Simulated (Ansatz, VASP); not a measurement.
# One calculation of Ru, two programs

```
Ru
1.0
     2.70783    0.00000    0.00000
    -1.35391    2.34505    0.00000
     0.00000    0.00000    4.26810
Ru
2
Direct
  0.33333 0.66667 0.25000
  0.66667 0.33333 0.75000
```

Alike in both runs: task single point; functional r2SCAN; k mesh 9 × 9 × 4; occupations gaussian, width 0.1 eV; no spin polarisation.

```csv
,VASP,Ansatz
version,VASP 6.6.1,Ansatz 0.2.0
potentials or method,"VASP PAW PBE potentials, release 64 (Ru_pv)","scalar-relativistic, plane waves, PAW"
plane-wave cutoff (eV),520,500
valence electrons in the cell,28,32
```

```tsv
	VASP	Ansatz	Ansatz less VASP
gap on the k mesh at the Fermi level (eV)	none	none	-
pressure (GPa)	0.2	-0.8	-1.04
largest component of the traceless stress (GPa)	0.81	0.88	+0.065
```

A gap of «none» marks a metal or a gap that the smearing closes. With one functional, cell and mesh, what is left measures potentials, basis and numerics. The two sets of potentials don't hold the same shells in valence.

Caveats: the k mesh is coarse (spacing up to 0.37 Å⁻¹), so the values aren't converged; the PAW data sets were made with another functional, which shifts forces and pressure a little (VASP).
